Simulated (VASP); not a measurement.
Crystal: CsSnBr3.

```
Cs Sn Br
1.0
     5.83901    0.00000    0.00000
     0.00000    5.83901    0.00000
     0.00000    0.00000    5.83901
Cs Sn Br
1 1 3
Direct
  0.00000 0.00000 0.00000
  0.50000 0.50000 0.50000
  0.50000 0.00000 0.50000
  0.50000 0.50000 0.00000
  0.00000 0.50000 0.50000
```

The cell is a database's computed one.

```yaml
Program: VASP 6.6.1
Task: relaxation of cell and atoms
Functional: PBEsol
Potentials_or_basis: VASP PAW PBE potentials, release 64 (Cs_sv, Sn_d, Br)
Cutoff: 600 eV
k_mesh: 6 × 6 × 6
Occupations: gaussian, width 0.03 eV
Spin: no spin polarisation
```

At the start: pressure -0.8 GPa; volume 39.81 Å³/atom.

Q: Where does the relaxation end?

A: Over 3 steps the energy falls by 3.6 meV/atom and the volume is 38.40 Å³/atom (-3.6 %); space group Pm-3m (No. 221, to 0.05 Å).

The path:
| step | energy change (eV) | largest force (eV/Å) | pressure (GPa) | volume (Å³) |
| --- | --- | --- | --- | --- |
| 1 | 0.0000 | 0.0000 | -0.77 | 199.07 |
| 2 | -0.0169 | 0.0000 | -0.19 | 193.58 |
| 3 | -0.0180 | 0.0000 | -0.02 | 191.98 |

Final structure:
```
Cs Sn Br
1.0
     5.76882    0.00000    0.00000
     0.00000    5.76882    0.00000
     0.00000    0.00000    5.76882
Cs Sn Br
1 1 3
Direct
  0.00000 0.00000 0.00000
  0.50000 0.50000 0.50000
  0.50000 0.00000 0.50000
  0.50000 0.50000 0.00000
  0.00000 0.50000 0.50000
```

Caveat: the PAW data sets were made with another functional, which shifts forces and pressure a little.
